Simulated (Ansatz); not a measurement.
**Ti: elastic constants with PBEsol**

Crystal: Ti.

```xyz
1
Lattice="0.0000 2.0300 2.0300 2.0300 0.0000 2.0300 2.0300 2.0300 0.0000" Properties=species:S:1:pos:R:3 pbc="T T T"
Ti    0.0000    0.0000    0.0000
```

This isn't the form of Ti at room conditions, which is hcp.

```json
{"Program": "Ansatz 0.2.0", "Task": "elastic constants", "Functional": "PBEsol", "Potentials or basis": "Ansatz PAW", "Cutoff": "420 eV (not typed: the program's choice for these potentials)", "k mesh": "8 × 8 × 8", "Occupations": "fermi-dirac, width 0.05 eV", "Spin": "no spin polarisation", "Atoms under strain": "relaxed"}
```

- Pressure: -0.3 GPa
- Band gap on the k mesh: none (metal or under the smearing width)
- Elastic constants C11, C12, C44: 150, 92, 44 GPa
- Voigt bulk modulus: 112 GPa

Levels at points of the mesh, in eV from the Fermi level:
```tsv
k point	band 2	band 3	band 4	band 5	band 6	band 7	band 8	band 9	band 10
(0.00, 0.00, 0.00)	-32.33	-32.33	-32.33	-6.18	0.87	0.87	0.87	2.59	2.59
(0.00, 0.00, -0.50)	-33.09	-32.42	-32.42	-2.70	0.71	0.74	0.74	3.74	3.74
(0.00, -0.50, -0.50)	-33.04	-32.59	-32.59	-2.74	-1.85	2.98	3.72	4.04	4.04
```

Elastic tensor in Voigt notation (GPa, in the Cartesian axes of the cell as first typed):
```
150  92  92   0   0   0
 92 150  92   0   0   0
 92  92 150   0   0   0
  0   0   0  44   0   0
  0   0   0   0  44   0
  0   0   0   0   0  44
```

It took 2 s on 2 threads of Arm Neoverse V2, on a shared host, peak memory 0.28 GiB.

Caveat: elastic constants of metals need much finer meshes, so these are rough; the PAW data sets come from PBE, with cores solved anew for the run's functional, which leaves a small shift of forces and pressure.
